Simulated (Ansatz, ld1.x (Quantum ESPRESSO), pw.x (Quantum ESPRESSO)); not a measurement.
**What a changed setting does to a pw.x run (diamond N)**

Potential: PAW, ld1.x (Quantum ESPRESSO) 7.5, PBE; core [He], reference 2s2 2p3; waves: 2s (bound): rcut 1.00, rcutus 1.05 bohr; 2s channel at -0.95 Ry: rcut 1.00, rcutus 1.05 bohr; 2p (bound): rcut 1.65, rcutus 2.05 bohr; 2p channel at -0.05 Ry: rcut 1.65, rcutus 2.05 bohr; 3d channel at 0.2 Ry: rc 1.85 bohr; local part: the d channel; core correction: none; augmentation: BESSEL, radius 1.00 bohr.

The reference run (k-mesh 11³, cutoffs 40/320 Ry, Fermi–Dirac 0.01 Ry, mixing_beta 0.4, conv_thr 1e-9, no spin) gives -0.37 GPa at 9.212 Å³/atom, where all-electron LAPW gives -0.81 GPa. This run, with its own iteration cap, changes ecutrho/ecutwfc to 16.

```
&control
  calculation='scf', prefix='x', pseudo_dir='./', outdir='./tmp', tstress=.true., disk_io='none'
/
&system
  ibrav=0, nat=2, ntyp=1, ecutwfc=40, ecutrho=640, nbnd=12,
  occupations='smearing', smearing='fd', degauss=0.01
/
&electrons
  conv_thr=1e-09, mixing_beta=0.4, electron_maxstep=60
/
ATOMIC_SPECIES
N 1.0 N.UPF
CELL_PARAMETERS angstrom
  0.00000000 2.09628974 2.09628974
  2.09628974 0.00000000 2.09628974
  2.09628974 2.09628974 0.00000000
ATOMIC_POSITIONS crystal
N 0.0000 0.0000 0.0000
N 0.2500 0.2500 0.2500
K_POINTS automatic
11 11 11 0 0 0
```

```bash
pw.x < N.scf.in > N.scf.out
```

How does the run end?

It converges in 7 iterations; the free energy moves by +1.5 meV/atom and the pressure by +0.15 GPa.

```
Message from routine setup:
     using ibrav=0 with symmetry is DISCOURAGED, use correct ibrav instead
     lattice parameter (alat)  =       5.6023  a.u.
     unit-cell volume          =     124.3313 (a.u.)^3
     number of electrons       =        10.00
     number of Kohn-Sham states=           12
     kinetic-energy cutoff     =      40.0000  Ry
     charge density cutoff     =     640.0000  Ry
     scf convergence threshold =      1.0E-09
     Exchange-correlation= SLA  PW   PBX  PBC
     number of k points=    56  Fermi-Dirac smearing, width (Ry)=  0.0100
     iteration #  1     ecut=    40.00 Ry     beta= 0.40
     total energy              =     -55.98185763 Ry
     estimated scf accuracy    <       0.00999903 Ry
     iteration #  2     ecut=    40.00 Ry     beta= 0.40
     total energy              =     -55.98229893 Ry
     estimated scf accuracy    <       0.00271946 Ry
     iteration #  3     ecut=    40.00 Ry     beta= 0.40
     total energy              =     -55.98240363 Ry
     estimated scf accuracy    <       0.00005821 Ry
     iteration #  4     ecut=    40.00 Ry     beta= 0.40
     total energy              =     -55.98240914 Ry
     estimated scf accuracy    <       0.00000012 Ry
     iteration #  5     ecut=    40.00 Ry     beta= 0.40
     total energy              =     -55.98240918 Ry
     estimated scf accuracy    <       0.00000004 Ry
     iteration #  6     ecut=    40.00 Ry     beta= 0.40
     total energy              =     -55.98240920 Ry
     estimated scf accuracy    <          2.7E-09 Ry
     iteration #  7     ecut=    40.00 Ry     beta= 0.40
     the Fermi energy is     6.2378 ev
!    total energy              =     -55.98240920 Ry
     estimated scf accuracy    <          2.8E-10 Ry
     smearing contrib. (-TS)   =      -0.00390103 Ry
     convergence has been achieved in   7 iterations
          total   stress  (Ry/bohr**3)                   (kbar)     P=       -2.18
     Message from routine punch:
     Nothing written, as per user request (disk_io='none')
```

The run took about 9.1 s on one core of a shared host (Intel(R) Xeon(R) Platinum 8259CL CPU @ 2.50GHz, 96 threads, 755 GiB, load 60).
